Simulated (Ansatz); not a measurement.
# BP: the cost of one run

Computed with Ansatz 0.2.0 (DFT PBEsol, scalar-relativistic, plane waves, PAW, unless a step's input says otherwise).

1 further run of the same task is left out (set aside as unsound or not needed).

### 1 The system as given

Symmetry: F-43m, No. 216, cubic system. The conventional cell has a = 4.520 Å, b = 4.520 Å, c = 4.520 Å, α = 90.00°, β = 90.00°, γ = 90.00°. B (site symmetry -43m) is surrounded by 4 P at 1.96 Å. P (site symmetry -43m) has 4 B at 1.96 Å as nearest neighbours.

Structure file:

```
B P
1.0
     0.00000    2.26009    2.26009
     2.26009    0.00000    2.26009
     2.26009    2.26009    0.00000
B P
1 1
Direct
  0.00000 0.00000 0.00000
  0.25000 0.25000 0.25000
```

This cell was relaxed beforehand with the same method: volume 11.54 Å³/atom, gap on the mesh 1.12 eV.

### 2 Relaxing to 0.001 eV/Å

Response functions are second derivatives at a minimum, so forces and stress are first brought close to zero on the mesh and occupations that the response runs use.

The input, input.yaml:

```yaml
crystal:
  lattice:
    - [0.0, 2.2600863151, 2.2600863151]
    - [2.2600863151, 0.0, 2.2600863151]
    - [2.2600863151, 2.2600863151, 0.0]
  atoms:
    - { symbol: B, position: [0.0, 0.0, 0.0] }
    - { symbol: P, position: [0.25, 0.25, 0.25] }
basis:
  ecutwfc: 420
kpoints:
  mp_grid: { grid: [12, 12, 12] }
hamiltonian:
  xc: pbesol
scf:
  occupations: { method: fixed }
output:
  forces: true
  stress: true
  eigenvalues: true
relax:
  adjacent_minimum: "off"
  f_tol: 0.001
  max_steps: 60
  cell: { stress_tol: 0.01 }
```

Run with:

```
$ ansatz run input.yaml --threads 1 --pin off --max-ram 2560MiB --backend cpu --events-out ev --progress --plain --runs-dir out
```

What time and memory should one allow on 1 thread of Intel Xeon 6975P-C (Granite Rapids), shared host?

About 2.6 s, with a peak of 0.34 GiB.
